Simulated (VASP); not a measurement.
Write the native input for VASP 6.6.1 that does the following.

| Item | Value |
| --- | --- |
| Task | single point |
| Functional | PBE |
| Potentials or basis | VASP PAW PBE potentials, release 64 (C) |
| Cutoff | 520 eV |
| k mesh | 6 × 6 × 20 |
| Occupations | gaussian, width 0.02 eV |
| Spin | no spin polarisation |
| Dipole correction | no |
| Further INCAR settings | ALGO = Normal; EDIFF = 1e-06; NBANDS = 13 |

The structure of C lies in POSCAR:

```
C
1.0
    6.2729355865      0.0000000000      0.0000000000
   -3.1364677932      5.4325215742      0.0000000000
    0.0000000000      0.0000000000      1.2839221508
C
3
Direct
    0.0000000000      0.0000000000      0.0000000000
    0.3333333333      0.6666666667      0.5000000000
    0.6666666667      0.3333333333      0.5000000000
```

The cell was built by a generator and needn't be a form met in nature.

The input as run:

INCAR

```
PREC = Accurate ; ENCUT = 520
EDIFF = 1E-6 ; ISMEAR = 0
SIGMA = 0.02 ; LREAL = F
LASPH = T ; NELM = 60
ALGO = Normal ; ISIF = 2
LWAVE = F ; LCHARG = F
GGA = PE ; NBANDS = 13
```

KPOINTS

```
regular mesh
0
Gamma
  6 6 20
```

Potentials or basis: VASP PAW PBE potentials, release 64 (C).

The run is started by

```console
$ cat potpaw_PBE.64/C/POTCAR > POTCAR
$ mpirun -np 1 vasp_std > vasp.out
```

Results of the run:

```
Pressure               : -0.2 GPa
Band gap on the k mesh : none (metal or under the smearing width)
```

It took 58 s on 1 thread of AMD EPYC 7R43 64-Core Processor (Zen 3), with other jobs on the host, peak memory 0.13 GiB.
